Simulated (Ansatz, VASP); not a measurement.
## Ga: VASP beside Ansatz

The input INCAR:

```
PREC = Accurate
ENCUT = 520
EDIFF = 1E-7
ISMEAR = -1
SIGMA = 0.1
LREAL = F
LASPH = T
NELM = 80
ALGO = Normal
ISIF = 2
LWAVE = F
LCHARG = F
GGA = CA
NBANDS = 20
```

The input KPOINTS:

```
Automatic mesh
0
Gamma
  11 11 11
```

POSCAR

```
Ga
1.0
    0.0000000000      2.9482407213      2.9482407213
    2.9482407213      0.0000000000      2.9482407213
    2.9482407213      2.9482407213      0.0000000000
Ga
2
Direct
    0.1250000000      0.1250000000      0.1250000000
    0.8750000000      0.8750000000      0.8750000000
```

Input for Ansatz:

```yaml
crystal:
  lattice:
    - [0.0, 2.9482407213, 2.9482407213]
    - [2.9482407213, 0.0, 2.9482407213]
    - [2.9482407213, 2.9482407213, 0.0]
  atoms:
    - { symbol: Ga, position: [0.125, 0.125, 0.125] }
    - { symbol: Ga, position: [0.875, 0.875, 0.875] }
hamiltonian:
  xc: lda
  pseudopotentials:
    kind: paw
    azcp:
      Ga: "pseudopotentials/Ga.paw.azcp"
basis:
  ecutwfc: 420
  fft_grid_basis: typed
kpoints:
  mp_grid: { grid: [11, 11, 11], shift: [0, 0, 0] }
magnetization:
  spin_polarized: false
scf:
  occupations: { method: fermi_dirac, width: 0.1 }
  lower_state_search: "off"
output:
  stress: true
  write_density: true
  write_potential: true
  elf: true
  volumetric_format: npy
```

Alike in both runs: task single point; functional LDA; k mesh 11 × 11 × 11; occupations fermi-dirac, width 0.1 eV; no spin polarisation.

```csv
,VASP,Ansatz
version,VASP 6.6.1,Ansatz 0.2.0
potentials or method,"VASP PAW LDA potentials, release 64 (Ga_d)","plane waves (420 eV) with PAW, scalar-relativistic"
plane-wave cutoff (eV),520,420
valence electrons in the cell,26,26
```

VASP gave:

| Property | Result |
| --- | --- |
| pressure (GPa) | -4.0 |

**Question.** Estimate Ansatz's values.

**Answer.** Pressure (GPa): -4.1.

Ansatz warned: «pseudo_functional_mismatch».
